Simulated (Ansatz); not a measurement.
## NiSb under strain

Level of theory: Ansatz, DFT PBEsol, scalar-relativistic, plane waves, PAW. Settings: 420 eV cutoff, 18×18×10 k-mesh, Gaussian smearing of 0.10 eV, no spin polarisation.

Starting point, cell and atoms relaxed:

```xyz
4
Lattice="3.9159 0.0000 0.0000 -1.9580 3.3913 0.0000 0.0000 0.0000 5.0703" Properties=species:S:1:pos:R:3 pbc="T T T"
Ni    0.0000    0.0000    0.0000
Ni    0.0000    0.0000    2.5351
Sb    0.0000    2.2609    1.2676
Sb    1.9580    1.1304    3.8027
```

Deformation: uniaxial strain along c, with the lengths of a and b and the atoms relaxed and the angles held, all within the symmetry that the strain leaves. Energies are extrapolated to zero smearing. Stress is positive in compression, on the Cartesian axes of the cell above.

Strains computed: -2.0, -1.0, +1.0, +2.0 %.

Q: At which strain does the energy stand 0.9 meV/atom over the relaxed crystal with σxx = 0.00, σyy = 0.00, σzz = 1.56 GPa?

A: -1.0 %.